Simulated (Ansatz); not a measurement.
Theory: DFT PBE, scalar-relativistic, plane waves, PAW in Ansatz 0.2.0. All cells share a 420 eV cutoff and Γ-centred k meshes spaced at most about 0.3 Å⁻¹ (about 0.25 or finer for metals, 2π included). No spin polarisation.

All energies are static (0 K, no zero-point motion).

Task: Which of these relaxed structures of Be₃Se₄ is the lowest in energy?
A.

```xyz
14
Lattice="7.0894 0.0000 0.0000 0.0000 6.7635 0.0000 0.0000 0.0000 6.3790" Properties=species:S:1:pos:R:3 pbc="T T T"
Be    0.0000    0.9812    3.4445
Be    5.3000    2.2046    6.3502
Be    1.7894    2.2046    6.3502
Be    3.5447    5.7823    0.2550
Be    1.7553    4.5589    3.1607
Be    5.3341    4.5589    3.1607
Se    0.0000    5.7342    2.6829
Se    5.8587    2.5170    2.2210
Se    1.2307    2.5170    2.2210
Se    3.5447    1.0293    5.8723
Se    4.7754    4.2465    5.4105
Se    2.3140    4.2465    5.4105
Se    3.5447    5.4620    2.3736
Se    0.0000    1.3015    5.5631
```

B.

```xyz
14
Lattice="9.7333 0.0000 0.0000 -4.8667 8.4293 0.0000 0.0000 0.0000 3.6305" Properties=species:S:1:pos:R:3 pbc="T T T"
Be    3.0411    1.5174    2.7229
Be    4.6602    5.0369    2.7229
Be    6.8987    1.8750    2.7229
Be    0.2065    3.3924    0.9076
Be   -2.0320    6.5543    0.9076
Be    1.8255    6.9119    0.9076
Se    4.8667    2.8098    2.7229
Se    1.3170    2.9064    2.7229
Se    1.6911    8.1167    2.7229
Se   -3.0082    5.8355    2.7229
Se    0.0000    5.6195    0.9076
Se    7.8748    2.5938    0.9076
Se    3.1755    0.3126    0.9076
Se    3.5496    5.5229    0.9076
```

C.

```xyz
7
Lattice="5.1142 0.0000 0.0000 0.0000 5.1142 0.0000 0.0000 0.0000 5.1142" Properties=species:S:1:pos:R:3 pbc="T T T"
Be    2.5571    0.0000    2.5571
Be    0.0000    2.5571    2.5571
Be    2.5571    2.5571    0.0000
Se    3.8367    3.8367    1.2775
Se    1.2775    1.2775    1.2775
Se    3.8367    1.2775    3.8367
Se    1.2775    3.8367    3.8367
```

D.

```xyz
7
Lattice="3.5576 0.0000 0.0000 0.0000 3.5576 0.0000 0.0000 0.0000 11.0469" Properties=species:S:1:pos:R:3 pbc="T T T"
Be    0.0000    0.0000    0.0000
Be    1.7788    1.7788    2.6710
Be    1.7788    1.7788    8.3758
Se    1.7788    0.0000    9.7414
Se    0.0000    1.7788    1.3055
Se    1.7788    0.0000    3.9436
Se    0.0000    1.7788    7.1032
```

Result: A. The next of these, D, lies 56 meV/atom higher. Forms: A Pmn2_1; D P-4m2; C P-43m; B P6_3/m. Counting Se atoms around Be (those within 1.25 times the shortest such distance or 1.15 times the sum of covalent radii, 1.27 where that leaves under three): A has Be 4; D has Be 4; C has Be 4; B has Be 4. A holds Se–Se pairs (shortest 2.46 Å) (bonds between like non-metal atoms; other contacts aren't counted). All come from invented guesses.

The k mesh leaves some 4 meV/atom of noise in the energy of each metallic cell. No dispersion correction is applied, so the spacing and binding between layers, chains or molecules are poorly described (P-4m2), and this can change margins and order among such cells. Cells relaxed within their symmetry can be saddle points. Some structure types and database cells were kept out of the candidates from the start, so a known form may be missing.
